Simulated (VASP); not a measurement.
Runs of VASP 6.6.1 on Al2O3. Symmetry: R-3c, No. 167, trigonal system. Conventional cell: a = 4.760 Å, b = 4.760 Å, c = 12.993 Å, α = 90.00°, β = 90.00°, γ = 120.00°. Al (site symmetry 3) has 6 O at 1.85 to 1.97 Å as nearest neighbours. O (site symmetry 2) has 4 Al at 1.85 to 1.97 Å as nearest neighbours. The cell was built by a generator and needn't be a form met in nature.

```csv
level,potentials or basis,gap on the mesh (eV),pressure (GPa),relaxed volume (Å³/atom),largest force (eV/Å)
PBE,"VASP PAW PBE potentials, release 64 (Al, O)",(b),0.1,8.74,-
LDA,"VASP PAW LDA potentials, release 64 (Al, O)",6.42,0.1,8.34,0.01
r2SCAN,"VASP PAW PBE potentials, release 64 (Al, O)",7.20,0.0,8.47,0.01
PBEsol,"VASP PAW PBE potentials, release 64 (Al, O)",(c),0.0,(a),0.01
```

Alike in all rows: task relaxation of cell and atoms; no spin polarisation; cell relaxed; k mesh 4 × 4 × 4; cutoff (eV) 600; smearing fermi-dirac 0.05 eV.

Q: Fill in the values left out.

A: (a) 8.55; (b) 5.88; (c) 6.05.

Caveats: the PAW data sets were made with another functional, which shifts forces and pressure a little (some runs).

A k mesh can miss the band edges.

Not every run made on this cell is shown here.
